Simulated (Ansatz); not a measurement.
## BAs (F-43m): birefringence under uniaxial strain

Cubic BAs (F-43m) is strained along the cube axis z = [001] with x and y held fixed, and the static electronic response is computed along x and z.

It takes space group F-43m (No. 216, cubic). The conventional cell has a = 4.777 Å, b = 4.777 Å, c = 4.777 Å, α = 90.00°, β = 90.00°, γ = 90.00°. As on site c is surrounded by 4 B at 2.07 Å. B on site a is surrounded by 4 As at 2.07 Å.

Method: Ansatz 0.2.0, PBE, independent particles, k-mesh 8×8×8 with interpolation inside its cells, Gaussian parameter 0.1 eV.

Launch of the response step: `ansatz run input.yaml --threads 4 --pin off --max-ram 8192MiB --backend cpu --events-out ev --progress --plain --runs-dir out`. The series took 22 s in all, on 4 threads of Intel(R) Xeon(R) Platinum 8488C (Sapphire Rapids), on a shared host.

```
strain along z (%)  ε∞ along x  ε∞ along z  ε_z − ε_x
              -2.0           ?           ?          ?
              -1.0     10.1214      9.9374    -0.1840
              +0.0     10.0996     10.0996    +0.0000
              +1.0     10.0844     10.2711    +0.1866
              +2.0     10.0759     10.4518    +0.3760
              +3.0     10.0742     10.6422    +0.5680
```

To first order the splitting is linear in the strain, ε_z − ε_x = −ε² (p₁₁ − p₁₂) · strain.

Working, on the rows shown:

| x = strain | y = ε_z − ε_x |
| --- | --- |
| -0.01 | -0.184 |
| 0 | 0 |
| 0.01 | 0.1866 |
| 0.02 | 0.376 |
| 0.03 | 0.568 |

Means: x̄ = 0.01, ȳ = 0.18932. Σ(x − x̄)(y − ȳ) = 0.0188, Σ(x − x̄)² = 0.001. Slope = 0.0188 / 0.001 = 18.8; intercept = ȳ − slope · x̄ = 0.00132. The line misses the rows shown by at most 0.0027.

**Question.** Fill in the last column of the withheld row.

**Answer.** At x = -0.02 the line gives y = -0.37468. The run gave -0.3655, so the extrapolation is off by 0.0092, 1.0 % of the range in the table.

Between the rows on either side of x = 0 the slope is (0.1866 − -0.184) / (0.01 − (-0.01)) = 18.53. So p₁₁ − p₁₂ = −18.53 / 10.10² = -0.182, and 1 % of strain gives n_z − n_x = +0.0292. These are long-wavelength values at fixed fractional positions; over small gaps they hang strongly on the gap. Excitons are left out and so are local fields; PBE gaps are as a rule too small. Spin-orbit coupling is left out.

[Logs are printed without paths, hosts, clocks, repeated set-up lines and the standing remarks that a program may print on its own settings, such as how far it seeks lower states.]
